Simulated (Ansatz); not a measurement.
**Hf in Ansatz: the effect of functional**

Crystal: Hf.

```
Hf
1.0
     3.13144    0.00000    0.00000
    -1.56572    2.71191    0.00000
     0.00000    0.00000    4.95455
Hf
2
Direct
  0.66667 0.33333 0.75000
  0.33333 0.66667 0.25000
```

The cell isn't the ideal one: volume scaled by 0.94.

Alike in all runs:

| Item | Value |
| --- | --- |
| Program | Ansatz 0.2.0 |
| Task | single point |
| Potentials or basis | Ansatz PAW |
| k mesh | 10 × 10 × 5 |
| Occupations | fermi-dirac, width 0.05 eV |
| Spin | no spin polarisation |

| functional | cutoff | pressure (GPa) |
| --- | --- | --- |
| LDA | 420 eV (not typed: the program's choice for these potentials) | ? |
| r2SCAN | 500 eV (not typed: the program's choice for these potentials) | 7.1 |
| PBE | 420 eV (not typed: the program's choice for these potentials) | 8.1 |

Problem. What does the run with functional LDA give?

Solution. Pressure -1.4 GPa.

Caveats: the PAW data sets come from PBE, with cores solved anew for the run's functional, which leaves a small shift of forces and pressure (some runs).
